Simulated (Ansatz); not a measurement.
Crystal: MnO.

```
Mn O
1.0
     0.00000    2.22391    2.22391
     2.22391    0.00000    2.22391
     2.22391    2.22391    0.00000
Mn O
1 1
Direct
  0.00000 0.00000 0.00000
  0.50000 0.50000 0.50000
```

The cell is a database's computed one.

Base run:

- Program: Ansatz 0.2.0
- Functional: PBE
- Potentials or basis: Ansatz PAW
- Cutoff: 420 eV (not typed: the program's choice for these potentials)
- k mesh: 10 × 10 × 10
- Occupations: fermi-dirac, width 0.05 eV
- Spin: collinear spin, ferromagnetic start
- Starting moments: [4.0, 0.0] μB

Its results: band gap on the k mesh none (metal or under the smearing width); pressure 0.1 GPa.

Q: The run is repeated on the same cell with these changes: spin from collinear spin, ferromagnetic start to no spin polarisation. What comes out?

A: Band gap on the k mesh none (metal or under the smearing width); pressure -33.9 GPa.

Caveats: semilocal functionals often make such compounds metallic where correlation or magnetic order opens a gap, which also shifts bond lengths; a cell with one magnetic atom can't hold antiferromagnetic order, which such compounds often take (some runs); a pressure of tens of GPa on the cell as given is suspect, and the run, the potentials or the cell itself is likely at fault (some runs); an odd number of electrons without spin polarisation forces a metal (some runs); a magnetic or distorted state may lie lower (some runs).
